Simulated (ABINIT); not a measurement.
# ZnS (Wurtzite-2H) (P6_3mc) in ABINIT: further runs

One crystal, ZnS (Wurtzite-2H), is run at these levels: r2SCAN, TB-mBJ; tasks: band structure.

All numbers are computed with ABINIT 10.8.3 (patched build); they aren't measurements. Logs are shortened: lines on timing, memory, paths and dates and some standing lists are left out, and cuts for length are marked. The log counts tension as positive stress, the text compression.

**Measured values to compare with.**

A printed reference work, monograph reports, for a bulk crystal of ZnS at 4 K: band gap 3.911 eV (direct).

How close the calculation comes is told below.

## 1. The structure

Symmetry: P6_3mc, No. 186, hexagonal system. Conventional cell: a = 3.811 Å, b = 3.811 Å, c = 6.234 Å, α = 90.00°, β = 90.00°, γ = 120.00°. Around Zn (site symmetry 3m) lie 4 S at 2.31 to 2.40 Å. Around S (site symmetry 3m) lie 4 Zn at 2.31 to 2.40 Å.

## 2. Band structure, r2SCAN

run.abi reads:

```
# Datasets: ground state, then fixed potential
ndtset 2

# Pseudopotentials
pp_dirpath "./"
pseudos "Zn.GGA_PBE-JTH.xml, S.GGA_PBE-JTH.xml"

# Structure
acell 3.811 3.811 6.234 Angstrom
rprim
     1.0000000000     0.0000000000     0.0000000000
    -0.5000000000     0.8660254038     0.0000000000
     0.0000000000     0.0000000000     1.0000000000
ntypat 2
znucl 30 16
natom 4
typat 1 1 2 2
xred
     0.6666666667     0.3333333333     0.5000000000
     0.3333333333     0.6666666667     0.0000000000
     0.6666666667     0.3333333333     0.8850000000
     0.3333333333     0.6666666667     0.3850000000

# Plane-wave basis
ecut 26.0
pawecutdg 48.0

# Exchange and correlation
ixc -497498
usekden 1
pawxcdev 0

# Bands and occupations
occopt 3
tsmear 0.00183747

# SCF cycle
nstep 100

# Output
iomode 3
prtwf 0
prteig 0
prtebands 0
prtden1 1
prtkden1 1
prtvha1 1
prtvclmb1 1
prtpot1 1

# Dataset 1
kptopt1 1
ngkpt1 8 8 5
nshiftk1 1
shiftk1 0.0 0.0 0.0
nband1 22
tolvrs1 1.0e-7

# Dataset 2: bands along G-M-K-G-A-L-H-A
iscf2 -2
getden2 1
getkden2 1
nband2 28
nbdbuf2 4
tolwfr2 1.0e-11
kptopt2 -7
ndivsm2 5
prteig2 1
prtvol2 -3
kptbounds2
     0.0000000000     0.0000000000     0.0000000000
     0.5000000000     0.0000000000     0.0000000000
     0.3333333333     0.3333333333     0.0000000000
     0.0000000000     0.0000000000     0.0000000000
     0.0000000000     0.0000000000     0.5000000000
     0.5000000000     0.0000000000     0.5000000000
     0.3333333333     0.3333333333     0.5000000000
     0.0000000000     0.0000000000     0.5000000000
```

Potentials or basis: JTH PAW PBE v2.0.

Launch:

```bash
abinit run.abi > log 2>&1
```

run.abo:

```text
.Version 10.8.3 of ABINIT
 DATASET    1 : space group P6_3 m c (#186); Bravais hP (primitive hexag.)
================================================================================
 Values of the parameters that define the memory need for DATASET  1.
     intxc =       0    ionmov =       0      iscf =      17    lmnmax =      18
     lnmax =       6     mgfft =      60  mpssoang =       3    mqgrid =    3675
     natom =       4  nloc_mem =       2    nspden =       1   nspinor =       1
    nsppol =       1      nsym =      12    n1xccc =       1    ntypat =       2
    occopt =       3   xclevel =       2
       mpw =        3365          nfft =       77760          nkpt =          30
 PAW method is used; the additional fine FFT grid is defined by:
   mgfftf=        75    nfftf =    172800
================================================================================
================================================================================

 DATASET    2 : space group P6_3 m c (#186); Bravais hP (primitive hexag.)
================================================================================
 Values of the parameters that define the memory need for DATASET  2.
     intxc =       0    ionmov =       0      iscf =      -2    lmnmax =      18
     lnmax =       6     mgfft =      60  mpssoang =       3    mqgrid =    3675
     natom =       4  nloc_mem =       2    nspden =       1   nspinor =       1
    nsppol =       1      nsym =      12    n1xccc =       1    ntypat =       2
    occopt =       3   xclevel =       2
       mpw =        3372          nfft =       77760          nkpt =          56
 PAW method is used; the additional fine FFT grid is defined by:
   mgfftf=        75    nfftf =    172800
================================================================================
================================================================================

--------------------------------------------------------------------------------
------------- Echo of variables that govern the present computation ------------
--------------------------------------------------------------------------------
 -outvars: echo values of preprocessed input variables --------
            acell      7.2017462658E+00  7.2017462658E+00  1.1780552669E+01 Bohr
              amu      6.53900000E+01  3.20660000E+01
             ecut      2.60000000E+01 Hartree
           getden1          0
           getden2          1
          getkden1          0
          getkden2          1
             iscf1         17
             iscf2         -2
              ixc     -497498
           jdtset        1    2
           kptopt1          1
           kptopt2         -7
         kptrlatt        8    0    0      0    8    0      0    0    5
          kptrlen1     5.76139701E+01
          kptrlen2     3.00000000E+01
            natom           4
            nband1         22
            nband2         28
           nbdbuf1          0
           nbdbuf2          4
           ndtset           2
           ndivsm1          0
           ndivsm2          5
            ngfft          36      36      60
          ngfftdg          48      48      75
             nkpt1         30
             nkpt2         56
            nstep         100
             nsym          12
           ntypat           2
           occopt           3
        pawecutdg      4.80000000E+01 Hartree
         pawxcdev           0
        prtebands           0
           prteig1          0
           prteig2          1
          prtkden           1
           prtpot1          1
           prtpot2          0
         prtvclmb1          1
         prtvclmb2          0
           prtvha1          1
           prtvha2          0
           prtvol1          0
           prtvol2         -3
            prtwf           0
            rprim      1.0000000000E+00  0.0000000000E+00  0.0000000000E+00
                      -5.0000000000E-01  8.6602540380E-01  0.0000000000E+00
                       0.0000000000E+00  0.0000000000E+00  1.0000000000E+00
[... 847 lines left out ...]
 Non-SCF case, kpt   56 (  0.00000  0.00000  0.50000), residuals and eigenvalues=
  9.83E-12  5.46E-12  2.03E-12  7.88E-12  8.29E-12  5.75E-12  3.82E-12  1.83E-12
  4.56E-12  9.83E-12  4.29E-13  9.32E-12  4.93E-12  3.62E-12  2.89E-12  9.52E-12
  3.77E-12  6.72E-12  5.26E-12  5.78E-12  1.96E-12  6.43E-12  3.01E-12  9.48E-12
  6.46E-12  8.28E-12  9.13E-07  1.50E-05
 -3.0117E-01 -3.0116E-01 -5.1177E-02 -5.1177E-02 -5.1175E-02 -5.1175E-02
 -4.8068E-02 -4.8062E-02 -3.1036E-02 -3.1036E-02 -3.1036E-02 -3.1036E-02
  8.5728E-02  8.5740E-02  1.7105E-01  1.7105E-01  1.7105E-01  1.7105E-01
  3.3612E-01  3.3613E-01  4.5246E-01  4.5246E-01  4.5246E-01  4.5246E-01
  4.5787E-01  4.5788E-01  6.5105E-01  6.5176E-01

Result for kinetic energy density :

--------------------------------------------------------------------------------
 Total kinetic energy density [Ha/Bohr^3]
)     Maximum=    5.0614E-01  at reduced coord.    0.3333    0.6667    0.3867
)     Minimum=    9.2235E-04  at reduced coord.    0.0000    0.0000    0.6800
   Integrated=    2.2011E+01
--------------------------------------------------------------------------------

--- !ResultsGS
iteration_state: {dtset: 2, }
comment   : Summary of ground state results
lattice_vectors:
- [  7.2017463,   0.0000000,   0.0000000, ]
- [ -3.6008731,   6.2368952,   0.0000000, ]
- [  0.0000000,   0.0000000,  11.7805527, ]
lattice_lengths: [   7.20175,    7.20175,   11.78055, ]
lattice_angles: [ 90.000,  90.000, 120.000, ] # degrees, (23, 13, 12)
lattice_volume:   5.2914163E+02
convergence: {deltae:  0.000E+00, res2:  0.000E+00, residm:  9.986E-12, diffor:  0.000E+00, }
etotal    :  -1.31663480E+02
entropy   :   0.00000000E+00
fermie    :   2.37048052E-01
cartesian_stress_tensor: null
pressure_GPa: null
xred      :
- [  6.6667E-01,   3.3333E-01,   5.0000E-01, Zn]
- [  3.3333E-01,   6.6667E-01,   0.0000E+00, Zn]
- [  6.6667E-01,   3.3333E-01,   8.8500E-01,  S]
- [  3.3333E-01,   6.6667E-01,   3.8500E-01,  S]
cartesian_forces: null
force_length_stats: {min: null, max: null, mean: null, }
...

 Integrated electronic density in atomic spheres:
 ------------------------------------------------
 Atom  Sphere_radius  Integrated_density
    1        2.30770         10.78957600
    2        2.30770         10.78677525
    3        1.90380          3.62529835
    4        1.90380          3.61076611

================================================================================

 ----iterations are completed or convergence reached----

 Mean square residual over all n,k,spin=   53.021E-13; max=  99.861E-13
 reduced coordinates (array xred) for    4 atoms
       0.666666666667      0.333333333333      0.500000000000
       0.333333333333      0.666666666667      0.000000000000
       0.666666666667      0.333333333333      0.885000000000
       0.333333333333      0.666666666667      0.385000000000

 cartesian coordinates (angstrom) at end:
    1      1.90550000000000     1.10014093796060     3.11700000000000
    2     -0.00000000000000     2.20028187592120     0.00000000000000
    3      1.90550000000000     1.10014093796060     5.51709000000000
    4     -0.00000000000000     2.20028187592120     2.40009000000000
 length scales=  7.201746265835  7.201746265835 11.780552668909 bohr
              =  3.811000000000  3.811000000000  6.234000000000 angstroms
 Eigenvalues (hartree) for nkpt=  56  k points:
 kpt#   1, nband= 28, wtk=  1.00000, kpt=  0.0000  0.0000  0.0000 (reduced coord)
  -0.31706   -0.28241   -0.05223   -0.05223   -0.04963   -0.04963   -0.04943   -0.03267
  -0.03267   -0.02978   -0.02978   -0.02415   -0.00599    0.15573    0.15573    0.18766
   0.18766    0.18793    0.29068    0.31615    0.43658    0.43658    0.44863    0.48667
   0.48667    0.55151    0.57630    0.57630
 kpt#   2, nband= 28, wtk=  1.00000, kpt=  0.0556  0.0000  0.0000 (reduced coord)
  -0.31626   -0.28194   -0.05230   -0.05203   -0.04956   -0.04937   -0.04923   -0.03278
  -0.03269   -0.03049   -0.02974   -0.02352   -0.00485    0.14891    0.15372    0.18004
   0.18654    0.18699    0.29773    0.32262    0.43197    0.43937    0.45133    0.48432
   0.49045    0.54540    0.56629    0.57309
 kpt#   3, nband= 28, wtk=  1.00000, kpt=  0.1111  0.0000  0.0000 (reduced coord)
  -0.31389   -0.28058   -0.05244   -0.05145   -0.04939   -0.04863   -0.04859   -0.03311
  -0.03273   -0.03179   -0.02964   -0.02244   -0.00148    0.13163    0.14817    0.16197
   0.18326    0.18408    0.31376    0.33776    0.42289    0.44702    0.45653    0.48044
   0.50139    0.52781    0.55334    0.56665
 kpt#   4, nband= 28, wtk=  1.00000, kpt=  0.1667  0.0000  0.0000 (reduced coord)
  -0.31010   -0.27851   -0.05255   -0.05059   -0.04909   -0.04755   -0.04747   -0.03366
[... 249 lines left out ...]
  -0.29880   -0.29879   -0.05145   -0.05145   -0.05039   -0.05039   -0.04739   -0.04739
  -0.03104   -0.03104   -0.03096   -0.03096    0.08473    0.08474    0.15435    0.15436
   0.16508    0.16509    0.35513    0.35514    0.42526    0.42527    0.46392    0.46392
   0.47337    0.47337    0.63441    0.63645
 kpt#  55, nband= 28, wtk=  1.00000, kpt=  0.0303  0.0303  0.5000 (reduced coord)
  -0.30057   -0.30056   -0.05127   -0.05127   -0.05097   -0.05097   -0.04788   -0.04788
  -0.03104   -0.03104   -0.03102   -0.03102    0.08558    0.08559    0.16620    0.16620
   0.16955    0.16956    0.34158    0.34158    0.44022    0.44023    0.45552    0.45552
   0.46679    0.46679    0.64087    0.64150
 kpt#  56, nband= 28, wtk=  1.00000, kpt=  0.0000  0.0000  0.5000 (reduced coord)
  -0.30117   -0.30116   -0.05118   -0.05118   -0.05118   -0.05118   -0.04807   -0.04806
  -0.03104   -0.03104   -0.03104   -0.03104    0.08573    0.08574    0.17105    0.17105
   0.17105    0.17105    0.33612    0.33613    0.45246    0.45246    0.45246    0.45246
   0.45787    0.45788    0.65105    0.65176

== END DATASET(S) ==============================================================
================================================================================

 -outvars: echo values of variables after computation  --------
            acell      7.2017462658E+00  7.2017462658E+00  1.1780552669E+01 Bohr
           etotal1    -1.3166347990E+02
            fcart1    -4.4866538594E-28  7.7711124403E-28  6.2395446997E-03
                       1.4955512865E-28 -9.4980263159E-28  6.2395446997E-03
                       1.4955512865E-28 -2.5903708134E-28 -6.2395446997E-03
                       1.4955512865E-28  4.3172846890E-28 -6.2395446997E-03
            rprim      1.0000000000E+00  0.0000000000E+00  0.0000000000E+00
                      -5.0000000000E-01  8.6602540380E-01  0.0000000000E+00
                       0.0000000000E+00  0.0000000000E+00  1.0000000000E+00
           strten1    -3.0448719486E-05 -3.0448719591E-05  3.6273895447E-05
                       0.0000000000E+00  0.0000000000E+00  0.0000000000E+00
           xangst      1.9055000000E+00  1.1001409380E+00  3.1170000000E+00
                      -1.0195384496E-16  2.2002818759E+00  0.0000000000E+00
                       1.9055000000E+00  1.1001409380E+00  5.5170900000E+00
                      -1.0195384496E-16  2.2002818759E+00  2.4000900000E+00
             xred      6.6666666667E-01  3.3333333333E-01  5.0000000000E-01
                       3.3333333333E-01  6.6666666667E-01  0.0000000000E+00
                       6.6666666667E-01  3.3333333333E-01  8.8500000000E-01
                       3.3333333333E-01  6.6666666667E-01  3.8500000000E-01
 Calculation completed.
```

Run time: 14 min. Hardware: 1 thread of Arm Neoverse V2, shared host; peak memory 0.26 GiB.

What came out:

```
Free energy                                           : -3582.7458 eV
Pressure                                              : 0.2 GPa
Largest force                                         : 0.321 eV/Å
Band gap on the k mesh                                : 2.80 eV, direct
Band gap along the path                               : 2.80 eV, direct
Valence electrons inside the program's atomic spheres : Zn 10.79; S 3.63, 3.61
```

Forces in eV/Å, atoms in the order of the input:
```
Zn   0.000  0.000  0.321
Zn   0.000  0.000  0.321
S    0.000  0.000 -0.321
S    0.000  0.000 -0.321
```

Levels at the corners of the path, in eV from the valence-band top:
| point | band 16 | band 17 | band 18 | band 19 | band 20 | band 21 |
| --- | --- | --- | --- | --- | --- | --- |
| Γ | -0.01 | -0.01 | 0.00 | 2.80 | 3.49 | 6.77 |
| M | -2.32 | -1.59 | -1.01 | 3.99 | 4.77 | 5.52 |
| K | -2.27 | -2.26 | -2.26 | 4.76 | 6.47 | 6.47 |
| Γ | -0.01 | -0.01 | 0.00 | 2.80 | 3.49 | 6.77 |
| A | -0.46 | -0.46 | -0.46 | 4.03 | 4.03 | 7.20 |
| L | -1.71 | -1.57 | -1.57 | 4.02 | 4.02 | 5.57 |
| H | -3.19 | -1.29 | -1.29 | 5.02 | 5.02 | 6.83 |
| A | -0.46 | -0.46 | -0.46 | 4.03 | 4.03 | 7.20 |

Caveat: totals of a meta-GGA on PAW files have another zero than those of a GGA; the PAW data sets were made with another functional, which shifts forces and pressure a little.

(Continued in part 2 of 2.)
